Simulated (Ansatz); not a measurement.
Runs of Ansatz 0.2.0 on Si. The structure is cubic, space group Pm-3m (No. 221). Conventional cell: a = 2.532 Å, b = 2.532 Å, c = 2.532 Å, α = 90.00°, β = 90.00°, γ = 90.00°. Si (site symmetry m-3m) has 6 Si at 2.53 Å as nearest neighbours. The cell was built by a generator and needn't be a form met in nature.

| task | level | cell | screening (1/Å) | share of exact exchange | points for each segment of the path | gap on the mesh (eV) | pressure (GPa) | relaxed volume (Å³/atom) |
| --- | --- | --- | --- | --- | --- | --- | --- | --- |
| single point | PBE0 | as given | - | - | - | none | 1.2 | - |
| single point | HSE06 form with a typed share of exact exchange | as given | 0.4 | 0.25 | - | none | (a) | - |
| relaxation of cell and atoms | HF | relaxed | - | - | - | none | 0.0 | (b) |
| single point | HSE06 form with a typed share of exact exchange | as given | 0.6 | 0.25 | - | none | 2.2 | - |
| single point | B3LYP | as given | - | - | - | none | 6.9 | - |
| band structure | HSEsol | as given | - | - | 4 | none | 0.0 | - |
| relaxation of cell and atoms | HSE03 | relaxed | - | - | - | none | 0.0 | 16.50 |
| relaxation of cell and atoms | HSEsol | relaxed | - | - | - | none | 0.0 | 16.23 |

Alike in all rows: potentials or basis Ansatz PAW; no spin polarisation; k mesh 5 × 5 × 5; cutoff (eV) 420; smearing fermi-dirac 0.05 eV; the mesh is coarse, so values aren't converged.

Problem. Fill in the values left out.

Solution. (a) 1.9; (b) 17.85.

Caveats: all runs use coarse meshes; the PAW data sets come from PBE, with cores solved anew for the run's functional, which leaves a small shift of forces and pressure; the thresholds are loose for stress (some runs); the plane-wave basis is chosen anew once the cell has moved, so the energies of steps on either side of that aren't comparable (some runs).

A gap of «none» marks a metal or a gap under the smearing width.
